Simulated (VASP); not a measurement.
Crystal: NaCl.

```
Na Cl
1.0
     0.00000    2.80270    2.80270
     2.89491    0.00000    2.80270
     2.89491    2.80270    0.00000
Na Cl
1 1
Direct
  0.00000 0.00000 0.00000
  0.50000 0.50000 0.50000
```

The cell was built by a generator and needn't be a form met in nature.

The cell isn't the ideal one: uniaxial_x strain +3.3%.

Base run:

| Property | Result |
| --- | --- |
| Program | VASP 6.6.1 |
| Functional | r2SCAN |
| Potentials or basis | VASP PAW PBE potentials, release 64 (Na_pv, Cl) |
| Cutoff | 520 eV |
| k mesh | 8 × 8 × 8 |
| Occupations | gaussian, width 0.01 eV |
| Spin | no spin polarisation |

Its results: band gap on the k mesh 5.85 eV, direct; pressure -1.0 GPa.

The run is repeated on the same cell with these changes: functional from r2SCAN to PBE; occupations from gaussian, width 0.01 eV to fermi-dirac, width 0.02 eV. What comes out?

Band gap on the k mesh 5.04 eV, direct; pressure 0.4 GPa.

Caveats: the PAW data sets were made with another functional, which shifts forces and pressure a little (some runs).

A k mesh can miss the band edges.
